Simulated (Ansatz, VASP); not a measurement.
# Cross-check of Co3O4 between VASP and Ansatz, part 2 of 2

Aim: how closely do two programs agree when they are given the same cell, functional and k mesh? The two relaxations start from unlike cells of this crystal (the structure described is Ansatz's start), so only their ends are compared.

VASP 6.6.1 and Ansatz 0.2.0.

So far: The starting structure; Ansatz: relaxation of cell and atoms, LDA, DFT+U.

## (3) VASP: relaxation of cell and atoms, LDA, DFT+U

Level of this step: LDA, DFT+U (Co d 3.32 eV), spin-polarised from a ferrimagnetic start; plane waves and PAW (Co, O) (VASP).

Its own start cell and the same functional (in two slightly different forms), mesh and smearing now go to VASP, with its own data sets.

Lines of VASP's logs that name or quote its potential files are left out, and so is its time.

INCAR

```
SYSTEM = Co3O4
PREC = Accurate
ENCUT = 600
EDIFF = 1E-07
NELM = 200
ISMEAR = 0
SIGMA = 0.02
LREAL = .FALSE.
ALGO = Normal
GGA = CA
NBANDS = 73
ISPIN = 2
MAGMOM = 2.34 2.34 0.08 -1.88 -1.88 -1.88 0.09 0.08 0.08 0.08 0.08 0.09 0.08 0.08
LDAU = .TRUE.
LDAUTYPE = 2
LDAUL = 2 -1
LDAUU = 3.32 0
LDAUJ = 0 0
LDAUPRINT = 1
LASPH = .TRUE.
LMAXMIX = 4
LORBIT = 11
LWAVE = .FALSE.
LCHARG = .FALSE.
ISIF = 3
IBRION = 2
NSW = 80
EDIFFG = -0.005
GGA_COMPAT = .FALSE.
NELMIN = 4
KPAR = 4
```

POSCAR

```
Co3O4
1.0
   -0.0029639532      4.0001023397      4.0001023397
    4.0001023397     -0.0029639532      4.0001023397
    4.0001023397      4.0001023397     -0.0029639532
Co O
6 8
Direct
    0.7521904981      0.7521904981      0.7521904981
    0.4978095019      0.4978095019      0.4978095019
    0.1250000619      0.1250000619      0.1250000619
    0.6250000619      0.1250000619      0.1250000619
    0.1250000619      0.1250000619      0.6250000619
    0.1250000619      0.6250000619      0.1250000619
    0.8840820865      0.8840820865      0.8840820865
    0.9054802950      0.3613166350      0.3613166350
    0.8886833650      0.8886833650      0.3445197050
    0.3613166350      0.9054802950      0.3613166350
    0.3445197050      0.8886833650      0.8886833650
    0.3659179135      0.3659179135      0.3659179135
    0.8886833650      0.3445197050      0.8886833650
    0.3613166350      0.3613166350      0.9054802950
```

KPOINTS

```
Automatic mesh
0
Gamma
6 6 6
0 0 0
```

PAW data sets: Co and O (LDA family, release 64).

Command:

```console
mpirun -np 4 vasp_std
```

Numbers of over 12 decimals in the logs are rounded to 6 here.

Output:

```text
[banner, memory and clock lines left out]
running    4 mpi-ranks, on    1 nodes
 distrk:  each k-point on    1 cores,    4 groups
 distr:  one band on    1 cores,    1 groups

 POSCAR found type information on POSCAR CoO
 POSCAR found :  2 types and      14 ions
 LDA part: xc-table for (Slater(with rela. corr.)+CA(PZ))
 , standard interpolation
 POSCAR, INCAR and KPOINTS ok, starting setup
 FFT: planning ... GRIDC
 FFT: planning ... GRID_SOFT
 FFT: planning ... GRID
 WAVECAR not read
 entering main loop
       N       E                     dE             d eps       ncg     rms          rms(c)
DAV:   1     0.129610274454E+04    0.12961E+04   -0.49358E+04  9344   0.195E+03
DAV:   2     0.135048469697E+03   -0.11611E+04   -0.10548E+04  9384   0.492E+02
DAV:   3    -0.954937417595E+02   -0.23054E+03   -0.21066E+03  9739   0.228E+02
DAV:   4    -0.112911551791E+03   -0.17418E+02   -0.16997E+02 10909   0.642E+01
DAV:   5    -0.113319206150E+03   -0.40765E+00   -0.40651E+00 10960   0.102E+01    0.626E+01
DAV:   6    -0.123683387505E+03   -0.10364E+02   -0.20394E+02 14030   0.157E+02    0.101E+02
DAV:   7    -0.994623650448E+02    0.24221E+02   -0.78174E+01 12785   0.157E+02    0.542E+01
DAV:   8    -0.976634107427E+02    0.17990E+01   -0.47750E+01 12473   0.108E+02    0.432E+01
DAV:   9    -0.987783116899E+02   -0.11149E+01   -0.33524E+01 12847   0.813E+01    0.355E+01
DAV:  10    -0.965737219215E+02    0.22046E+01   -0.27176E+01 12086   0.436E+01    0.249E+01
DAV:  11    -0.939952910444E+02    0.25784E+01   -0.71436E+00 12062   0.382E+01    0.759E+00
DAV:  12    -0.950028100043E+02   -0.10075E+01   -0.19333E+00 13981   0.876E+00    0.504E+00
DAV:  13    -0.953376841361E+02   -0.33487E+00   -0.35693E-01 12864   0.339E+00    0.463E+00
DAV:  14    -0.957038553230E+02   -0.36617E+00   -0.19872E-01 15847   0.430E+00    0.346E+00
[...]
DAV:  20    -0.960440677979E+02   -0.51850E-03   -0.88508E-04 12648   0.372E-01    0.191E-01
DAV:  21    -0.960441052837E+02   -0.37486E-04   -0.27860E-04 11838   0.153E-01    0.137E-01
DAV:  22    -0.960441928907E+02   -0.87607E-04   -0.13381E-04 13631   0.124E-01    0.588E-02
DAV:  23    -0.960442500763E+02   -0.57186E-04   -0.87364E-05 12661   0.855E-02    0.261E-02
DAV:  24    -0.960442539168E+02   -0.38405E-05   -0.35034E-05 10591   0.460E-02    0.186E-02
DAV:  25    -0.960442569968E+02   -0.30801E-05   -0.27263E-06 11767   0.232E-02    0.984E-03
DAV:  26    -0.960442587558E+02   -0.17590E-05   -0.17279E-06 14062   0.158E-02    0.657E-03
DAV:  27    -0.960442587261E+02    0.29744E-07   -0.97818E-07 10510   0.927E-03
   1 F= -.96044259E+02 E0= -.96043771E+02  d E =-.960443E+02  mag=    -0.0002
[... from here on, the cycles between the ionic steps are left out ...]
   2 F= -.96062360E+02 E0= -.96061702E+02  d E =-.181014E-01  mag=     0.0000
   8 F= -.96067548E+02 E0= -.96066936E+02  d E =-.117796E-03  mag=     0.0000
   9 F= -.96067557E+02 E0= -.96066951E+02  d E =-.126538E-03  mag=     0.0000
  10 F= -.96067645E+02 E0= -.96067043E+02  d E =-.884676E-04  mag=     0.0000
  11 F= -.96067675E+02 E0= -.96067077E+02  d E =-.118732E-03  mag=     0.0000
  12 F= -.96067678E+02 E0= -.96067080E+02  d E =-.121135E-03  mag=     0.0000
  13 F= -.96067704E+02 E0= -.96067120E+02  d E =-.265418E-04  mag=     0.0000
  14 F= -.96067707E+02 E0= -.96067119E+02  d E =-.289772E-04  mag=     0.0000
  15 F= -.96067706E+02 E0= -.96067120E+02  d E =-.286861E-04  mag=     0.0000
  16 F= -.96067712E+02 E0= -.96067133E+02  d E =-.538394E-05  mag=     0.0000
 trial-energy change:   -0.000005  1 .order   -0.000006   -0.000035    0.000024
 step:   0.7721(harm=  0.7721)  dis= 0.00040  next Energy=   -96.067717 (dE=-0.105E-04)
 bond charge predicted
       N       E                     dE             d eps       ncg     rms          rms(c)
DAV:   1    -0.960677151930E+02   -0.34472E-05   -0.34744E-03  9350   0.255E-01    0.388E-02
DAV:   2    -0.960677186665E+02   -0.34735E-05   -0.13332E-04 11387   0.850E-02    0.244E-02
DAV:   3    -0.960677185833E+02    0.83186E-07   -0.14532E-05 11906   0.627E-02    0.215E-02
DAV:   4    -0.960677170686E+02    0.15147E-05   -0.62514E-06 12801   0.470E-02    0.108E-02
DAV:   5    -0.960677168328E+02    0.23583E-06   -0.24051E-06 12401   0.271E-02    0.994E-03
DAV:   6    -0.960677167341E+02    0.98666E-07   -0.10645E-06 11157   0.213E-02    0.430E-03
DAV:   7    -0.960677166291E+02    0.10495E-06   -0.38275E-07  8372   0.122E-02    0.175E-03
DAV:   8    -0.960677166418E+02   -0.12657E-07   -0.94754E-08  5343   0.203E-03
  17 F= -.96067717E+02 E0= -.96067135E+02  d E =-.101809E-04  mag=     0.0000
 curvature:  -0.85 expect dE=-0.107E-05 dE for cont linesearch -0.295E-07
 trial: gam= 0.03794 g(F)=  0.712E-06 g(S)=  0.545E-06 ort =-0.144E-05 (trialstep = 0.119E+01)
 search vector abs. value=  0.123E-05
 reached required accuracy - stopping structural energy minimisation
```

OUTCAR, selected parts (step 3):

```text
ion  position               nearest neighbor table
   1  0.752  0.752  0.752-   7 1.83   9 1.88  11 1.88  13 1.88
   2  0.498  0.498  0.498-  12 1.83  14 1.88   8 1.88  10 1.88
   3  0.125  0.125  0.125-  14 1.89  10 1.89   8 1.89  11 1.89  13 1.89   9 1.89   4 2.83   5 2.83
                             6 2.83   5 2.83   6 2.83   4 2.83
   4  0.625  0.125  0.125-  12 1.93   7 1.93   9 1.94  13 1.94  10 1.94  14 1.94   3 2.83   3 2.83
                             6 2.83   5 2.83   5 2.83   6 2.83
   5  0.125  0.125  0.625-  12 1.93   7 1.93  11 1.94  13 1.94  10 1.94   8 1.94   3 2.83   3 2.83
                             4 2.83   6 2.83   6 2.83   4 2.83
   6  0.125  0.625  0.125-  12 1.93   7 1.93  11 1.94   9 1.94   8 1.94  14 1.94   3 2.83   3 2.83
                             5 2.83   4 2.83   5 2.83   4 2.83
   7  0.884  0.884  0.884-   1 1.83   4 1.93   5 1.93   6 1.93
   8  0.905  0.361  0.361-   2 1.88   3 1.89   6 1.94   5 1.94
   9  0.889  0.889  0.345-   1 1.88   3 1.89   4 1.94   6 1.94
  10  0.361  0.905  0.361-   2 1.88   3 1.89   4 1.94   5 1.94
  11  0.345  0.889  0.889-   1 1.88   3 1.89   6 1.94   5 1.94
  12  0.366  0.366  0.366-   2 1.83   4 1.93   5 1.93   6 1.93
  13  0.889  0.345  0.889-   1 1.88   3 1.89   4 1.94   5 1.94
  14  0.361  0.361  0.905-   2 1.88   3 1.89   4 1.94   6 1.94

  LATTYP: Found a trigonal (rhomboedric) cell.
 ALAT       =     5.6569997562
 COS(alpha) =     0.4992588936

 Subroutine GETGRP returns: Found 12 space group operations
 (whereof  6 operations were pure point group operations)

The static configuration has the point symmetry C_3v.
 The point group associated with its full space group is D_3d.

 Found     32 irreducible k-points:

   k-points           NKPTS =     32   k-points in BZ     NKDIM =     32   number of bands    NBANDS=     73

   dimension x,y,z NGX =    48 NGY =   48 NGZ =   48
   dimension x,y,z NGXF=    96 NGYF=   96 NGZF=   96

   ENCUT  =  600.0 eV  44.10 Ry    6.64 a.u.  11.30 11.30 11.30*2*pi/ulx,y,z

   NELECT =     102.0000    total number of electrons

 k-points in reciprocal lattice and weights: Automatic mesh
   0.00000000  0.00000000  0.00000000       0.005
   0.16666667  0.00000000  0.00000000       0.028
   0.33333333  0.00000000  0.00000000       0.028
   0.50000000  0.00000000  0.00000000       0.014
   0.16666667  0.16666667  0.00000000       0.028
   0.33333333  0.16666667  0.00000000       0.056
   0.50000000  0.16666667  0.00000000       0.056
  -0.33333333  0.16666667 -0.00000000       0.056
  -0.16666667  0.16666667  0.00000000       0.028
[...]
-0.33333333  0.50000000  0.33333333       0.028
   0.50000000  0.50000000  0.50000000       0.005

atom =   1  type =  1  l = 2

 onsite density matrix

spin component  1

  0.9890  0.0016  0.0004  0.0016 -0.0000
  0.0016  0.9890 -0.0002  0.0016  0.0004
  0.0004 -0.0002  0.9654 -0.0002 -0.0000
  0.0016  0.0016 -0.0002  0.9890 -0.0004
 -0.0000  0.0004 -0.0000 -0.0004  0.9654

spin component  2

  0.2389  0.0138  0.0367  0.0138 -0.0000
  0.0138  0.2389 -0.0183  0.0138  0.0318
  0.0367 -0.0183  0.8282 -0.0183 -0.0000
  0.0138  0.0138 -0.0183  0.2389 -0.0318
 -0.0000  0.0318 -0.0000 -0.0318  0.8282

 occupancies and eigenvectors

  o =  0.2218  v =  0.0000  0.0000  0.0000  0.0000  0.0000  0.6919  0.0259 -0.0627 -0.7178 -0.0389      0.0000  0.0000  0.0000  0.0000  0.0000  0.0000  0.0000  0.0000  0.0000  0.0000
  o =  0.2218  v =  0.0000  0.0000  0.0000  0.0000  0.0000 -0.4294  0.8139  0.0389 -0.3845 -0.0627      0.0000  0.0000  0.0000  0.0000  0.0000  0.0000  0.0000  0.0000  0.0000  0.0000
  o =  0.2665  v =  0.0000  0.0000  0.0000  0.0000  0.0000  0.5774  0.5774  0.0000  0.5774 -0.0000      0.0000  0.0000  0.0000  0.0000  0.0000  0.0000  0.0000  0.0000  0.0000  0.0000
  o =  0.8316  v =  0.0000  0.0000  0.0000  0.0000  0.0000 -0.0603  0.0301 -0.9973  0.0301 -0.0000      0.0000  0.0000  0.0000  0.0000  0.0000  0.0000  0.0000  0.0000  0.0000  0.0000
[...]
o =  0.9734  v =  0.0000  0.0000  0.0000  0.0000  0.0000 -0.7063  0.7063 -0.0402 -0.0000  0.0232      0.0000  0.0000  0.0000  0.0000  0.0000  0.0000  0.0000  0.0000  0.0000  0.0000

 average (electrostatic) potential at core
       1 -81.6328       2 -81.6328       3 -81.4050       4 -81.7761       5 -81.7761
       6 -81.7761       7 -69.8940       8 -69.9922       9 -69.9922      10 -69.9922
      11 -69.9922      12 -69.8940      13 -69.9922      14 -69.9922

 E-fermi :   6.8061

 spin component 1
 k-point     1 :       0.0000    0.0000    0.0000
  band No.  band energies     occupation
    ...
     47       5.5420      1.00000
     48       5.6972      1.00000
     49       5.8406      1.00000
     50       5.8406      1.00000
     51       5.8500      1.00000
     52       7.6472      0.00000
     53       7.6472      0.00000
     54       8.1211      0.00000
     55       9.0077      0.00000
     56       9.0078      0.00000
    ...

 k-point     2 :       0.1667    0.0000    0.0000
  band No.  band energies     occupation
    ...
     47       5.4757      1.00000
     48       5.6719      1.00000
     49       5.8653      1.00000
     50       5.8692      1.00000
     51       5.8999      1.00000
     52       7.6769      0.00000
     53       7.7062      0.00000
     54       8.1052      0.00000
     55       8.9301      0.00000
     56       8.9359      0.00000
    ...

 k-point     3 :       0.3333    0.0000    0.0000
  band No.  band energies     occupation
    ...
     47       5.5699      1.00000
     48       5.6609      1.00000
     49       5.8679      1.00000
     50       5.8806      1.00000
     51       5.9399      1.00000
     52       7.7155      0.00000
     53       7.8373      0.00000
     54       8.0721      0.00000
     55       8.7756      0.00000
     56       8.7945      0.00000
    ...

 k-point     4 :       0.5000    0.0000    0.0000
  band No.  band energies     occupation
    ...
     47       5.5515      1.00000
     48       5.7220      1.00000
     49       5.8507      1.00000
     50       5.8693      1.00000
     51       5.9224      1.00000
     52       7.7310      0.00000
     53       7.9176      0.00000
     54       8.0495      0.00000
     55       8.6989      0.00000
     56       8.7255      0.00000
    ...

 k-point     5 :       0.1667    0.1667    0.0000
  band No.  band energies     occupation
    ...
     47       5.5938      1.00000
     48       5.6564      1.00000
     49       5.7527      1.00000
     50       5.9055      1.00000
     51       6.0087      1.00000
     52       7.6648      0.00000
     53       7.7382      0.00000
     54       8.1055      0.00000
     55       8.8004      0.00000
     56       8.9966      0.00000
    ...

 k-point     6 :       0.3333    0.1667    0.0000
  band No.  band energies     occupation
    ...
     47       5.5905      1.00000
     48       5.6621      1.00000
     49       5.8012      1.00000
     50       5.9312      1.00000
     51       6.0736      1.00000
     52       7.7272      0.00000
     53       7.8245      0.00000
     54       8.0869      0.00000
     55       8.6130      0.00000
     56       8.9140      0.00000
    ...

  Total        0.0015004      0.0015004      0.0015004      0.0050249      0.0050249      0.0050249
  in kB        0.0187820      0.0187820      0.0187820      0.0629003      0.0629003      0.0629003
  external PRESSURE =       0.0187820 kB  Pullay stress =       0.0000000 kB

  energy-cutoff  :      600.00
  volume of cell :      127.99
      direct lattice vectors                 reciprocal lattice vectors
     0.034784491  4.017405861  4.017405861    -0.126086623  0.125004281  0.125004281
     4.017405861  0.034784491  4.017405861     0.125004281 -0.126086623  0.125004281
     4.017405861  4.017405861  0.034784491     0.125004281  0.125004281 -0.126086623

 POSITION                                       TOTAL-FORCE (eV/Angst)
 -----------------------------------------------------------------------------------
      6.06751      6.06751      6.06751        -0.001080     -0.001080     -0.001080
      4.01949      4.01949      4.01949         0.001080      0.001080      0.001080
      1.00870      1.00870      1.00870        -0.000000      0.000000      0.000000
      1.02609      3.01740      3.01740        -0.000000      0.000000      0.000000
      3.01740      3.01740      1.02609         0.000000      0.000000      0.000000
      3.01740      1.02609      3.01740        -0.000000      0.000000      0.000000
      7.11881      7.11881      7.11881         0.000817      0.000817      0.000817
      2.92740      5.11001      5.11001         0.000762     -0.000152     -0.000152
      4.97699      4.97699      7.15960         0.000152      0.000152     -0.000762
      5.11001      2.92740      5.11001        -0.000152      0.000762     -0.000152
      7.15960      4.97699      4.97699        -0.000762      0.000152      0.000152
      2.96819      2.96819      2.96819        -0.000817     -0.000817     -0.000817
      4.97699      7.15960      4.97699         0.000152     -0.000762      0.000152
      5.11001      5.11001      2.92740        -0.000152     -0.000152      0.000762
 -----------------------------------------------------------------------------------
    total drift:                                0.004327      0.004327      0.004327

  FREE ENERGIE OF THE ION-ELECTRON SYSTEM (eV)
  ---------------------------------------------------
  free  energy   TOTEN  =       -96.0677166418 eV

  energy  without entropy=      -96.0665537417  energy(sigma->0) =      -96.06713519

 reached required accuracy - stopping structural energy minimisation

 total charge
# of ion       s       p       d       tot
------------------------------------------
    1        0.413   0.559   7.239   8.211
    2        0.413   0.559   7.239   8.211
    3        0.444   0.705   7.405   8.555
    4        0.416   0.629   7.277   8.322
    5        0.416   0.629   7.277   8.322
    6        0.416   0.629   7.277   8.322
    7        1.554   3.460   0.000   5.013
    8        1.548   3.449   0.000   4.997
    9        1.548   3.449   0.000   4.997
   10        1.548   3.449   0.000   4.997
   11        1.548   3.449   0.000   4.997
   12        1.554   3.460   0.000   5.013
   13        1.548   3.449   0.000   4.997
   14        1.548   3.449   0.000   4.997
--------------------------------------------------
tot         14.913  31.326  43.713  89.953

 magnetization (x)
# of ion       s       p       d       tot
------------------------------------------
    1        0.003   0.056   2.524   2.583
    2        0.003   0.056   2.524   2.583
    3        0.005   0.009   0.110   0.123
    4       -0.006  -0.004  -1.953  -1.964
    5       -0.006  -0.004  -1.953  -1.964
    6       -0.006  -0.004  -1.953  -1.964
    7       -0.009   0.007   0.000  -0.002
    8       -0.002   0.088   0.000   0.086
    9       -0.002   0.088   0.000   0.086
   10       -0.002   0.088   0.000   0.086
   11       -0.002   0.088   0.000   0.086
   12       -0.009   0.007   0.000  -0.002
   13       -0.002   0.088   0.000   0.086
   14       -0.002   0.088   0.000   0.086
--------------------------------------------------
tot         -0.038   0.650  -0.702  -0.089

[... 6 further parts left out ...]
```

The magnetic state follows from one typed start and may not be the lowest. The run keeps the 12 symmetry operations of its start, so it cannot find a distortion of lower symmetry.

## (4) Side by side

Known differences besides the potentials themselves: VASP starts from the moments at which Ansatz ended; U acts on the PAW sphere in VASP and on atomic orbitals in Ansatz, so only states and trends compare; the two LDA forms differ slightly; the data sets hold 150 valence electrons in Ansatz (on its default PAW (the set named soft_2) files) and 102 in VASP; the cutoff is 420 eV in Ansatz and 600 eV in VASP; VASP's log shows a relativistic correction to its local exchange, Ansatz's none; site moments are counted in spheres of each program's own size. Total energies have different zeros and are not compared.

Both answers:

| quantity | Ansatz | VASP | difference |
| --- | --- | --- | --- |
| volume (Å³) | 130.98 | 127.99 | +2.33 % |
| edge a after relaxation, in the typed setting (Å) | 5.696 | 5.682 | +0.26 % |
| moment on Co1 (μB) | 2.34 | 2.58 | -0.24 |
| moment on Co2 (μB) | 2.34 | 2.58 | -0.24 |
| moment on Co4 (μB) | -1.88 | -1.96 | +0.09 |
| moment on Co5 (μB) | -1.88 | -1.96 | +0.09 |
| moment on Co6 (μB) | -1.88 | -1.96 | +0.09 |
| moment on Co3 (μB) | 0.08 | 0.12 | -0.04 |
| moment on O8 (μB) | 0.08 | 0.09 | -0.01 |
| moment on O9 (μB) | 0.08 | 0.09 | -0.01 |

## (5) What came out

```yaml
difference_in_volume_relaxation_of_cell_and_atoms_lda_dft_u: 2.3 %
```

The difference in volume is 2.3 % (relaxation of cell and atoms, LDA, DFT+U). The data sets hold unlike numbers of valence electrons (150 in Ansatz and 102 in VASP), so part of the differences comes from the potentials. What causes the difference of the relaxation of cell and atoms, LDA, DFT+U pair stays open here. How closely two codes agree says nothing of how well the functional describes the real material.

[Lines on the potential files, build, host, timing and source positions are cut from VASP's logs without a mark.]

[Logs are printed without paths, hosts, clocks, repeated set-up lines and the standing remarks that a program may print on its own settings, such as how far it seeks lower states.]

[Hosts, paths, dates, database ids (printed as entryN), source tags and the programs' standing remarks are cut or masked in the printed files.]
